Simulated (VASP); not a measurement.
# Settings for As: self-consistent run

As, P-1 (no. 2), 2 atoms in the cell. PBE; PAW potentials As (PBE set). VASP 6.6.1. The atoms are moved at random off their ideal places.

Wanted: energy within 1 meV/atom; forces within 0.005 eV/Å; pressure within 0.1 GPa.

POSCAR:
```
As
1.0
    1.8807968987      1.0858785957      3.5140619945
   -1.8807968987      1.0858785957      3.5140619945
    0.0000000000     -2.1717571915      3.5140619945
As
2
Direct
    0.2204780000      0.2257670000      0.2270070000
    0.7773660000      0.7716110000      0.7713660000
```

## One numerical tag moved

| One numerical tag moved | Energy less reference (meV/atom) | Forces, largest deviation (eV/Å) | Pressure (GPa) | SCF iterations | Time (s) |
|---|---|---|---|---|---|
| default | 0.0 | 0.0000 | 4.24 | 13 | 57 |
| NDAV = 2 | 0.0 | 0.0000 | 4.24 | 13 | 50 |
| WEIMIN = 0.0 | 0.0 | 0.0000 | 4.24 | 13 | 48 |
| DEPER = 0.6 | 0.0 | 0.0000 | 4.24 | 13 | 46 |
| LASYNC = T | 0.0 | 0.0000 | 4.24 | 13 | 46 |
| NDAV = 8 | 0.0 | 0.0000 | 4.24 | 13 | 48 |
| LDIAG = F | 0.0 | 0.0000 | 4.24 | 12 | 51 |
| EBREAK = 1e-10 | 0.0 | 0.0000 | 4.24 | 13 | 63 |
| LMAXPAW = 0 | 1.8 | 0.0048 | 4.25 | 12 | 46 |

Chosen: default; no other choice that stays within half of the tolerance saves 30 % of the time.

## The input

INCAR:
```
  ALGO = Normal
  EDIFF = 1E-7
  ENCUT = 520
  ISIF = 2
  ISMEAR = 0
  LASPH = True
  LCHARG = False
  LREAL = False
  LWAVE = False
  NELM = 100
  PREC = Accurate
  SIGMA = 0.02
```

KPOINTS:
```
k-points
0
Gamma
  7 7 7
```

Commands:
```
cat potpaw_PBE.64/As/POTCAR > POTCAR
mpirun -np 1 vasp_std > vasp.out
```

The chosen input took VASP 6.6.1 57 s on 1 core (Intel Xeon Platinum 8259CL @ 2.50GHz (Skylake/Cascade Lake)), a shared host.

## An input that fails: LMAXPAW = -1 without LASPH

It runs to its end, but against the unchanged starting input it is off by 0.4 meV/atom in the energy, 0.0076 eV/Å in the forces, 0.12 GPa in the pressure.

Changes against the starting input:
```
- LASPH = True
+ LASPH = False
+ LMAXPAW = -1
```
